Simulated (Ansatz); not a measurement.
## Si under changes of volume

One of the cells (14.958 Å³/atom); the others are scaled copies at fixed shape and fractional positions:

```
CELL_PARAMETERS angstrom
0.00000 2.65990 4.64324
2.42227 0.00000 4.64324
2.42227 2.65990 0.00000
ATOMIC_POSITIONS crystal
Si 0.22023 0.22023 0.77977
Si 0.77977 0.77977 0.22023
Si 0.27261 0.72739 0.27261
Si 0.72739 0.27261 0.72739
```

This isn't the form of Si at room conditions, which is diamond.

| Quantity | Value |
| --- | --- |
| Program | Ansatz 0.2.0 |
| Functional | r2SCAN |
| Potentials or basis | Ansatz PAW |
| Cutoff | 500 eV (not typed: the program's choice for these potentials) |
| k mesh | 8 × 8 × 8 |
| Occupations | fermi-dirac, width 0.05 eV |
| Spin | no spin polarisation |

| volume (Å³/atom) | energy over the lowest point (meV/atom) | pressure (GPa) | largest force (eV/Å) |
| --- | --- | --- | --- |
| 14.061 | 39.84 | 11.1 | 0.259 |
| 14.360 | 22.02 | 8.0 | 0.196 |
| 14.659 | 9.81 | 5.1 | 0.141 |
| 14.958 | 2.64 | 2.6 | 0.093 |
| 15.257 | 0.00 | 0.3 | 0.050 |
| 15.557 | ? | ? | ? |
| 15.856 | 6.42 | -3.6 | 0.030 |

What does the run at 15.557 Å³/atom give?

Energy over the lowest point 1.40 meV/atom; pressure -1.8 GPa; largest force 0.036 eV/Å.

Worked out: A Birch-Murnaghan fit of order 3 (a polynomial in V^(-2/3)) to the other rows has its minimum at 15.30 Å³/atom with B0 = V·E''(V) = 109 GPa and B' = 4.6 at fixed shape and positions, which overstates the stiffness. It gives 1.39 meV/atom at 15.557 Å³/atom, against the run's 1.40, and -dE/dV = -1.8 GPa, against -1.8.

Energies are extrapolated to zero smearing.

Caveats: the PAW data sets come from PBE, with cores solved anew for the run's functional, which leaves a small shift of forces and pressure.
